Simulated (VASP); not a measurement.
InSe:

```xyz
2
Lattice="3.6320 0.0000 0.0000 0.0000 3.6320 0.0000 0.0000 0.0000 3.6320" Properties=species:S:1:pos:R:3 pbc="T T T"
In    1.8160    1.8160    1.8160
Se    0.0000    0.0000    0.0000
```

The cell was built by a generator and needn't be a form met in nature.

| Quantity | Value |
| --- | --- |
| Program | VASP 6.6.1 |
| Task | relaxation of cell and atoms |
| Functional | TPSS |
| Potentials or basis | VASP PAW PBE potentials, release 64 (In_d, Se) |
| Cutoff | 600 eV |
| k mesh | 7 × 7 × 7 |
| Occupations | gaussian, width 0.05 eV |
| Spin | no spin polarisation |

At the start: pressure -1.5 GPa; volume 23.96 Å³/atom.

Problem. How do energy, volume and symmetry change on relaxing?

Solution. Over 3 steps the energy falls by 3.4 meV/atom and the volume is 23.28 Å³/atom (-2.8 %); space group Pm-3m (No. 221, to 0.05 Å).

Step by step:
```csv
step,energy change (eV),largest force (eV/Å),pressure (GPa),volume (Å³)
1,0.0000,0.0000,-1.55,47.91
2,-0.0066,0.0000,0.29,46.33
3,-0.0068,0.0000,0.01,46.55
```

Final structure:
```
In Se
1.0
     3.59740    0.00000    0.00000
     0.00000    3.59740    0.00000
     0.00000    0.00000    3.59740
In Se
1 1
Direct
  0.50000 0.50000 0.50000
  0.00000 0.00000 0.00000
```

Caveat: the PAW data sets were made with another functional, which shifts forces and pressure a little.
